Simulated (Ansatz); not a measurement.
# Rh: biaxial strain in the a-b plane

One table from this session's results is given with a row withheld; the runs are named, their logs left out.

Method: DFT r2SCAN, scalar-relativistic, plane waves, PAW, in Ansatz 0.2.0.

2 further runs of the same task are left out: 2 set aside as unsound or not needed.

## Starting point

It takes space group Fm-3m (No. 225, cubic). Conventional cell: a = 3.800 Å, b = 3.800 Å, c = 3.800 Å, α = 90.00°, β = 90.00°, γ = 90.00°. Around Rh (site symmetry m-3m) lie 12 Rh at 2.69 Å.

Coordinates:

```
CELL_PARAMETERS angstrom
1.89997 1.89997 0.00000
-1.89997 1.89997 0.00000
0.00000 0.00000 3.79994
ATOMIC_POSITIONS crystal
Rh 0.00000 0.00000 0.00000
Rh 0.50000 0.50000 0.50000
```

It goes back to an entry of the Materials Project.

The unstrained cell comes from an earlier run at this level (2 atoms, E(σ→0) -12830.5473 eV, gap none (metal)).

The first run:

Input file input.yaml:

```yaml
crystal:
  lattice:
    - [1.8809719866, 1.8809719866, 0.0]
    - [-1.8809719866, 1.8809719866, 0.0]
    - [0.0, 0.0, 3.8227430677]
  atoms:
    - { symbol: Rh, position: [0.0, 0.0, 0.0] }
    - { symbol: Rh, position: [0.5, 0.5, 0.5] }
basis:
  ecutwfc: 500
kpoints:
  mp_grid: { grid: [20, 20, 14] }
hamiltonian:
  xc: r2scan
scf:
  occupations: { method: gaussian, width: 0.1 }
output:
  forces: true
  stress: true
  eigenvalues: true
relax:
  adjacent_minimum: "off"
  f_tol: 0.008
  max_steps: 40
  cell: { stress_tol: 0.015, fix: [a, b, gamma] }
```

Started as:

```sh
$ ansatz run input.yaml --threads 1 --pin off --max-ram 2560MiB --backend cpu --events-out ev --progress --plain --runs-dir out
```

Steps of the session up to this table: The cell strained by -1.0 %; The cell strained by +1.0 %; The cell strained by -2.0 %; At +2.0 %; At -3.0 %; Strain +3.0 %.

One table of the session follows, with a row left open; its other results are not shown here.

Lengths are those of the vectors of the cell that was run; stresses in GPa:

| strain (%) | ΔE (meV/atom) | a (Å) | b (Å) | c (Å) |
| --- | --- | --- | --- | --- |
| -3.0 | 39.0 | 2.606 | 2.606 | 3.906 |
| -2.0 | 16.5 | 2.633 | 2.633 | 3.870 |
| -1.0 | ? | ? | ? | ? |
| +0.0 | 0.0 | 2.687 | 2.687 | 3.800 |
| +1.0 | 4.3 | 2.714 | 2.714 | 3.768 |
| +2.0 | 15.7 | 2.741 | 2.741 | 3.734 |
| +3.0 | 33.4 | 2.768 | 2.768 | 3.700 |

Q: Estimate the row for strain (%) = -1.0 from the others.

Worked estimate for «ΔE (meV/atom)». A straight line through the neighbours (-2.0, 16.5) and (0.0, 0.0) gives 16.5 + (0.0 − 16.5) × (-1.0 + 2.0) / (0.0 + 2.0) = 8.2; a parabola fitted to 4 rows on both sides gives 3.8.

The run gave: ΔE (meV/atom): 3.8; a (Å): 2.660; b (Å): 2.660; c (Å): 3.835. In «ΔE (meV/atom)» the line misses by +4.4 and the parabola by 0.0.

ΔE is over the unstrained cell. Stress in GPa, positive in compression, on the Cartesian axes of the input. 
